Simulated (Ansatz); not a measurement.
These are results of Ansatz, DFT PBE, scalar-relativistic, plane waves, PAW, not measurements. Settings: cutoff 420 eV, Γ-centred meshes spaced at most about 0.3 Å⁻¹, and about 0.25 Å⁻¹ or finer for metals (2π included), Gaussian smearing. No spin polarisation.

All energies are static (0 K, no zero-point motion).

Question: Order these relaxed structures of Li3S2 by energy, lowest first, with the energy over the lowest of them.
A.

```cif
data_structure
_symmetry_space_group_name_H-M 'R-3m:H'
_symmetry_Int_Tables_number 166
_cell_length_a 7.5914
_cell_length_b 7.5914
_cell_length_c 6.0786
_cell_angle_alpha 90.000
_cell_angle_beta 90.000
_cell_angle_gamma 120.000
_cell_volume 303.37
loop_
_atom_site_label
_atom_site_type_symbol
_atom_site_symmetry_multiplicity
_atom_site_Wyckoff_symbol
_atom_site_fract_x
_atom_site_fract_y
_atom_site_fract_z
_atom_site_occupancy
Li1 Li 9 d 0.83333 0.16667 0.16667 1
S1 S 6 c 0.00000 0.00000 0.73672 1
```

B.

```cif
data_structure
_symmetry_space_group_name_H-M 'P6/mmm'
_symmetry_Int_Tables_number 191
_cell_length_a 6.8109
_cell_length_b 6.8109
_cell_length_c 2.9353
_cell_angle_alpha 90.000
_cell_angle_beta 90.000
_cell_angle_gamma 120.000
_cell_volume 117.92
loop_
_atom_site_label
_atom_site_type_symbol
_atom_site_symmetry_multiplicity
_atom_site_Wyckoff_symbol
_atom_site_fract_x
_atom_site_fract_y
_atom_site_fract_z
_atom_site_occupancy
Li1 Li 3 f 0.50000 0.50000 0.00000 1
S1 S 2 d 0.33333 0.66667 0.50000 1
```

Answer: B (0 meV/atom), A (269 meV/atom). Forms: B P6/mmm; A R-3m. Counting S atoms around Li (those within 1.25 times the shortest such distance or 1.15 times the sum of covalent radii, 1.27 where that leaves under three): B has Li 4; A has Li 2. Both come from invented guesses. The lowest form computed isn't among them: it has space group P-1 (No. 2), 15.7 Å³/atom and lies 19 meV/atom below the best shown.

In P6/mmm, R-3m an odd number of electrons in the primitive cell allows no gap without spin; a larger cell or a magnetic state could open one. Cells relaxed within their symmetry can be saddle points. Some candidate types were left out of the draw beforehand, so a known form may be missing.
